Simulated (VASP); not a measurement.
Input of a VASP 6.6.1 run:

Contents of INCAR:

```
SYSTEM = Os
  ALGO = Normal
  EDIFF = 1E-7
  EDIFFG = -0.002
  ENCUT = 520
  IBRION = 2
  ISIF = 4
  ISMEAR = 0
  LASPH = .True.
  LCHARG = .False.
  LMIXTAU = .True.
  LREAL = .False.
  LWAVE = .False.
  METAGGA = R2SCAN
  NELM = 60
  NSW = 80
  PREC = Accurate
  SIGMA = 0.1
```

File KPOINTS:

```
k-points
0
Gamma
  18 18 10
  0 0 0
```

The input POSCAR:

```
Os                                      
1.0
    2.7384591045      0.0000000000      0.0000000000
   -1.3692295523      2.3715751553      0.0000000000
    0.0000000000      0.0000000000      4.3254565077
  Os            
     2
Direct
     0.3333333300000021    0.6666666699999979    0.2500000000000000
     0.6666666699999979    0.3333333300000021    0.7500000000000000
```

Potentials or basis: VASP PAW PBE potentials, release 64 (Os).

Run with:

```bash
$ cat potpaw_PBE.64/Os/POTCAR > POTCAR
$ mpirun -np 1 vasp_std > vasp.out
```

(1) Estimate the band gap on the k mesh.

## Answers

(1) none (metal or under the smearing width).

Caveat: the relaxation stopped at its first step, so nothing moved.
